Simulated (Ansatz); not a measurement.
# Al (Fm-3m) in Ansatz: further runs

Runs on Al. Level: exchange-only PBE. Tasks: single point, equation of state.

Program: Ansatz 0.2.0. These are calculated values, not measurements. Logs are shortened: lines on timing, memory, paths and dates and some standing lists are left out, and cuts for length are marked.

### Step 1. Starting point

Symmetry: Fm-3m, No. 225, cubic system. Conventional cell: a = 4.050 Å, b = 4.050 Å, c = 4.050 Å, α = 90.00°, β = 90.00°, γ = 90.00°. Around Al (site symmetry m-3m) lie 12 Al at 2.86 Å.

### Step 2. Single point, exchange-only PBE, 15.61 Å³/atom (volume scaled by 0.94)

Input file input.yaml:

```yaml
crystal:
  lattice:
    - [0.0, 1.9834708509, 1.9834708509]
    - [1.9834708509, 0.0, 1.9834708509]
    - [1.9834708509, 1.9834708509, 0.0]
  atoms:
    - { symbol: Al, position: [0.0, 0.0, 0.0] }
hamiltonian:
  xc: { exchange: pbe, correlation: none }
  pseudopotentials: { kind: paw }
kpoints:
  mp_grid: { grid: [11, 11, 11] }
scf:
  occupations: { method: fermi_dirac, width: 0.05 }
output:
  forces: true
  stress: true
  eigenvalues: true
  write_density: true
  write_potential: true
  elf: true
  volumetric_format: npy
```

Potentials or basis: Ansatz PAW.

Launch:

```console
ansatz run input.yaml --threads 2 --pin off --max-ram 5120MiB --backend cpu --events-out ev --progress --plain --runs-dir out
```

The program printed:

```text
Warning: RAYON_NUM_THREADS=2 ignored (pool sized by the plan → 2); use --threads N
Engine: ansatz 0.2.0, x86_64-unknown-linux-gnu
Pseudopotentials: kind: paw
Pseudopotential: Al, paw, valence charge 3, recommended cutoff 420 eV (normal), Al.paw.azcp
Functional definition: unnamed
  exchange = pbe_x
  correlation = 0
Crystal: 1 atoms, lattice volume = 15.607 Å³
Basis set: ecut = 420 eV, 307 PW (Γ), exchange–correlation on 40×40×40 points (8 copies of the dense FFT grid, shifted against one another)
Bands: 6, of which v1, the nominal top of the filled ones, is band 2 counted from 1 (1 counted from 0)
Symmetry: 48 space group operations
Space group: Fm-3m (ITA 225), of the structure as read, at distance tolerance 2.5e-5 Å
k-points: 56 of 1331
Non-local potential: Al, projectors of the file, l = 0: 2, l = 1: 2, l = 2: 1
PAW form: soft (Blöchl's): semilocal exchange-correlation on the pseudo side does not see the compensation charge
PAW frozen core: Al, regenerated for the run's functional, and the local potential with it (the file was generated under x = pbe(κ = 0.804, μ = 0.2195149727645171), c = pbe(β = 0.06672455060314922))
PAW one-centre angular grid: Al, 110 points (default); XC on 64 Gauss nodes
Initial density: superposition of atomic densities (neutral atoms: chi_scale 0, normalization atom), corrected by the library's trained network
Initial wavefunctions: pseudopotential atomic-orbital guess
Functional: x = pbe(κ = 0.804, μ = 0.2195149727645171), c = none
SCF iter   1: F=—  HF=-523.458309 eV  |F-HF|=—  |Δ(HF+E_count)|=         —  Δρ=2.89e-3  dr2=1.49e-3  ethr=1.77e-3  ⟨swp⟩=4.9  Hψ=2958  notcnv=0
preconditioner: auto → none  [metal: Δε(μ)=0.019 eV  Ē_g=13.663 eV  σ=0.050 eV  W_gap=0.09  n_scr=0 (ndim 8)  ℏωp=16.3 eV  f_vac=0.000  D(μ)=0.57/eV (n_scr^D=0)]
SCF iter   2: F=—  HF=-523.458072 eV  |F-HF|=—  |Δ(HF+E_count)|=   2.37e-4  Δρ=1.40e-3  dr2=3.46e-4  ethr=4.97e-5  ⟨swp⟩=1.1  Hψ=789  notcnv=0  defer=3
SCF iter   3: F=—  HF=-523.458037 eV  |F-HF|=—  |Δ(HF+E_count)|=   3.49e-5  Δρ=6.68e-5  dr2=6.35e-7  ethr=1.15e-5  ⟨swp⟩=1.7  Hψ=377  notcnv=0  defer=3
SCF iter   4: F=—  HF=-523.458034 eV  |F-HF|=—  |Δ(HF+E_count)|=   3.85e-6  Δρ=3.75e-6  dr2=2.27e-9  ethr=2.12e-8  ⟨swp⟩=2.2  Hψ=392  notcnv=0  defer=3
iter 5 did not close the SCF: its close was put off for the readings that it lacked (scf_convergence_deferred on its scf_iter line)
SCF iter   5: F=-523.458034 eV  HF=-523.458034 eV  |F-HF|=6.13e-11  |Δ(HF+E_count)|=  8.75e-10  Δρ=4.49e-7  dr2=1.56e-11  ethr=7.56e-11  ⟨swp⟩=1.2  Hψ=330  notcnv=0  defer=3
SCF iter   6: F=-523.458034 eV  HF=-523.458034 eV  |F-HF|=5.68e-13  |Δ(HF+E_count)|=  7.41e-11  Δρ=3.94e-8  dr2=7.42e-14  ethr=1.00e-12  ⟨swp⟩=4.2  Hψ=1349  notcnv=0
SCF 1 converged in 6 iterations: F = -523.458034 eV  dr2 = 7.42e-14
SCF converged after 6 iterations
Free energy (F): -523.458034 eV
Harris-Foulkes:  -523.458034 eV  (|F-HF|=5.68e-13)
Internal energy: -523.453880 eV  (E = F + TS)
E sigma→0 (E₀):  -523.455957 eV
Entropy (-TS):   -0.004154 eV (-4.154 meV/atom)
Fermi energy:    10.018116 eV
--- Per-component energies (eV) ---
  E_band       = 16.306014
  E_kinetic    = 23.613852
  E_local      = 10.513034  (includes V_loc(G=0)·N_el)
  E_nonlocal   = 10.796488
  E_hartree    = 0.119355
  E_xc         = -35.312404
  E_vxc        = -24.991271  (∫ρ·V_xc dr)
  E_paw        = -458.318260  (= ΣΔE_a)
  E_vpaw       = -3.864797  (= ΣTr[D̂ρ^β])
  E_aug_tail   = -0.000003  (compensation charges beyond the density's cutoff)
  E_ewald      = -74.891887
  E_core_change = 0.025944  (= ΣΔE_core)
  E_smearing   = -0.004154  (= −TS)
  E_closure    = 0.000000  (closes the sum)
  Σ components = -523.458034   (vs F -523.458034, Δ=0.00e0)
--- Forces (eV/Å), atoms counted from 1 ---
  atom   1  Al     0.00000000     0.00000000    -0.00000000
  max |Σ_I F_I| component: 1.64e-32 eV/Å
--- Stress (GPa, compression-positive) ---
       15.046983       0.000000      -0.000000
       -0.000000      15.046983      -0.000000
        0.000000      -0.000000      15.046983
  P = ⅓ Tr σ = 15.0470 GPa (150.470 kbar)
--- Band table (eV; the first three rows and the last of 56) ---
  k-point 0: bands = ["-1.4956", "22.7706", "22.7706", "22.7706", "24.7984", "24.7984"]
  k-point 1: bands = ["-1.2628", "19.9322", "22.2419", "22.2419", "25.3397", "25.6761"]
  k-point 2: bands = ["-0.5669", "16.2072", "21.5587", "21.5587", "25.0752", "26.3789"]
  k-point 55: bands = ["8.5460", "8.7780", "10.3586", "12.3465", "24.3332", "27.3894"]
```

It took 0.56 s on 2 threads of Intel Xeon Platinum 8259CL at 2.50GHz (Skylake/Cascade Lake), shared host; peak memory 0.32 GiB.

Results:

| Property | Result |
| --- | --- |
| Free energy | -523.4580 eV |
| Pressure | 15.0 GPa |
| Band gap on the k mesh | none (metal or under the smearing width) |

Caveat: the PAW data sets come from PBE, with cores solved anew for the run's functional, which leaves a small shift of forces and pressure.

### Step 3. Single point, exchange-only PBE, 15.94 Å³/atom (volume scaled by 0.96)

Input file input.yaml:

```yaml
crystal:
  lattice:
    - [0.0, 1.9974394157, 1.9974394157]
    - [1.9974394157, 0.0, 1.9974394157]
    - [1.9974394157, 1.9974394157, 0.0]
  atoms:
    - { symbol: Al, position: [0.0, 0.0, 0.0] }
hamiltonian:
  xc: { exchange: pbe, correlation: none }
  pseudopotentials: { kind: paw }
kpoints:
  mp_grid: { grid: [11, 11, 11] }
scf:
  occupations: { method: fermi_dirac, width: 0.05 }
output:
  forces: true
  stress: true
  eigenvalues: true
```

Potentials or basis: Ansatz PAW.

Launch:

```console
ansatz run input.yaml --threads 2 --pin off --max-ram 5120MiB --backend cpu --events-out ev --progress --plain --runs-dir out
```

It took 0.44 s on 2 threads of Intel Xeon Platinum 8259CL at 2.50GHz (Skylake/Cascade Lake), shared host; peak memory 0.28 GiB.

The run converged. Its results:

```yaml
Free_energy: -523.4869 eV
Pressure: 12.9 GPa
Band_gap_on_the_k_mesh: none (metal or under the smearing width)
```

Caveat: the PAW data sets come from PBE, with cores solved anew for the run's functional, which leaves a small shift of forces and pressure.

### Step 4. Single point, exchange-only PBE, 16.27 Å³/atom (volume scaled by 0.98)

input.yaml, as its differences from that of step 3:

```diff
@@ -2,5 +2,5 @@
   lattice:
-    - [0.0, 1.9974394157, 1.9974394157]
-    - [1.9974394157, 0.0, 1.9974394157]
-    - [1.9974394157, 1.9974394157, 0.0]
+    - [0.0, 2.0112152952, 2.0112152952]
+    - [2.0112152952, 0.0, 2.0112152952]
+    - [2.0112152952, 2.0112152952, 0.0]
   atoms:
```

Launch:

```console
ansatz run input.yaml --threads 2 --pin off --max-ram 5120MiB --backend cpu --events-out ev --progress --plain --runs-dir out
```

Run time: 0.44 s. Hardware: 2 threads of Intel Xeon Platinum 8259CL at 2.50GHz (Skylake/Cascade Lake), shared host; peak memory 0.28 GiB.

It converged, with:

```yaml
Free_energy: -523.5115 eV
Pressure: 10.9 GPa
Band_gap_on_the_k_mesh: none (metal or under the smearing width)
```

Caveat: the PAW data sets come from PBE, with cores solved anew for the run's functional, which leaves a small shift of forces and pressure.

### Step 5. Single point, exchange-only PBE, 16.60 Å³/atom

input.yaml, as its differences from that of step 4:

```diff
@@ -2,5 +2,5 @@
   lattice:
-    - [0.0, 2.0112152952, 2.0112152952]
-    - [2.0112152952, 0.0, 2.0112152952]
-    - [2.0112152952, 2.0112152952, 0.0]
+    - [0.0, 2.024805, 2.024805]
+    - [2.024805, 0.0, 2.024805]
+    - [2.024805, 2.024805, 0.0]
   atoms:
```

Launch:

```console
ansatz run input.yaml --threads 2 --pin off --max-ram 5120MiB --backend cpu --events-out ev --progress --plain --runs-dir out
```

Wall time 0.41 s (2 threads of Intel Xeon Platinum 8259CL at 2.50GHz (Skylake/Cascade Lake), shared host); peak memory 0.31 GiB.

The run converged. Its results:

```yaml
Free_energy: -523.5322 eV
Pressure: 9.1 GPa
Band_gap_on_the_k_mesh: none (metal or under the smearing width)
```

Caveat: the PAW data sets come from PBE, with cores solved anew for the run's functional, which leaves a small shift of forces and pressure.

### Step 6. Single point, exchange-only PBE, 16.93 Å³/atom (volume scaled by 1.02)

input.yaml, as its differences from that of step 5:

```diff
@@ -2,5 +2,5 @@
   lattice:
-    - [0.0, 2.024805, 2.024805]
-    - [2.024805, 0.0, 2.024805]
-    - [2.024805, 2.024805, 0.0]
+    - [0.0, 2.0382146954, 2.0382146954]
+    - [2.0382146954, 0.0, 2.0382146954]
+    - [2.0382146954, 2.0382146954, 0.0]
   atoms:
@@ -18 +18,5 @@
   eigenvalues: true
+  write_density: true
+  write_potential: true
+  elf: true
+  volumetric_format: npy
```

Potentials or basis: Ansatz PAW.

Launch:

```console
ansatz run input.yaml --threads 2 --pin off --max-ram 5120MiB --backend cpu --events-out ev --progress --plain --runs-dir out
```

It took 0.5 s on 2 threads of Intel Xeon Platinum 8259CL at 2.50GHz (Skylake/Cascade Lake), shared host; peak memory 0.31 GiB.

It converged, with:

- Free energy: -523.5494 eV
- Pressure: 7.5 GPa
- Band gap on the k mesh: none (metal or under the smearing width)

Caveat: the PAW data sets come from PBE, with cores solved anew for the run's functional, which leaves a small shift of forces and pressure.

### Step 7. Single point, exchange-only PBE, 17.27 Å³/atom (volume scaled by 1.04)

Input file input.yaml:

```yaml
crystal:
  lattice:
    - [0.0, 2.0514502267, 2.0514502267]
    - [2.0514502267, 0.0, 2.0514502267]
    - [2.0514502267, 2.0514502267, 0.0]
  atoms:
    - { symbol: Al, position: [0.0, 0.0, 0.0] }
hamiltonian:
  xc: { exchange: pbe, correlation: none }
  pseudopotentials: { kind: paw }
kpoints:
  mp_grid: { grid: [11, 11, 11] }
scf:
  occupations: { method: fermi_dirac, width: 0.05 }
output:
  forces: true
  stress: true
  eigenvalues: true
```

Launch:

```console
ansatz run input.yaml --threads 2 --pin off --max-ram 5120MiB --backend cpu --events-out ev --progress --plain --runs-dir out
```

Run time: 0.42 s. Hardware: 2 threads of Intel Xeon Platinum 8259CL at 2.50GHz (Skylake/Cascade Lake), shared host; peak memory 0.3 GiB.

Results (log left out):

```yaml
Free_energy: -523.5635 eV
Pressure: 6.1 GPa
Band_gap_on_the_k_mesh: none (metal or under the smearing width)
```

Caveat: the PAW data sets come from PBE, with cores solved anew for the run's functional, which leaves a small shift of forces and pressure.

### Step 8. Single point, exchange-only PBE, 17.60 Å³/atom (volume scaled by 1.06)

input.yaml, as its differences from that of step 7:

```diff
@@ -2,5 +2,5 @@
   lattice:
-    - [0.0, 2.0514502267, 2.0514502267]
-    - [2.0514502267, 0.0, 2.0514502267]
-    - [2.0514502267, 2.0514502267, 0.0]
+    - [0.0, 2.0645171409, 2.0645171409]
+    - [2.0645171409, 0.0, 2.0645171409]
+    - [2.0645171409, 2.0645171409, 0.0]
   atoms:
@@ -18 +18,5 @@
   eigenvalues: true
+  write_density: true
+  write_potential: true
+  elf: true
+  volumetric_format: npy
```

Launch:

```console
ansatz run input.yaml --threads 2 --pin off --max-ram 5120MiB --backend cpu --events-out ev --progress --plain --runs-dir out
```

It took 0.52 s on 2 threads of Intel Xeon Platinum 8259CL at 2.50GHz (Skylake/Cascade Lake), shared host; peak memory 0.31 GiB.

It converged, with:

```yaml
Free_energy: -523.5748 eV
Pressure: 4.8 GPa
Band_gap_on_the_k_mesh: none (metal or under the smearing width)
```

Caveat: the PAW data sets come from PBE, with cores solved anew for the run's functional, which leaves a small shift of forces and pressure.

### Step 9. Equation of state, exchange-only PBE

Potentials or basis: Ansatz PAW.

No new run: the results of the series are fitted here.

What came out:

```
Equilibrium volume : 19.27 Å³/atom (rough: see the caveat)
Bulk modulus       : 42 GPa (rough)
```

Energy against volume, from the lowest point:
```tsv
volume (Å³/atom)	energy (meV/atom)
15.607	116.79
15.939	87.91
16.271	63.31
16.603	42.59
16.935	25.38
17.267	11.29
17.599	0.00
```

Caveat: the potentials were made for another functional, which shifts forces and pressure; the minimum lies outside the volumes run.
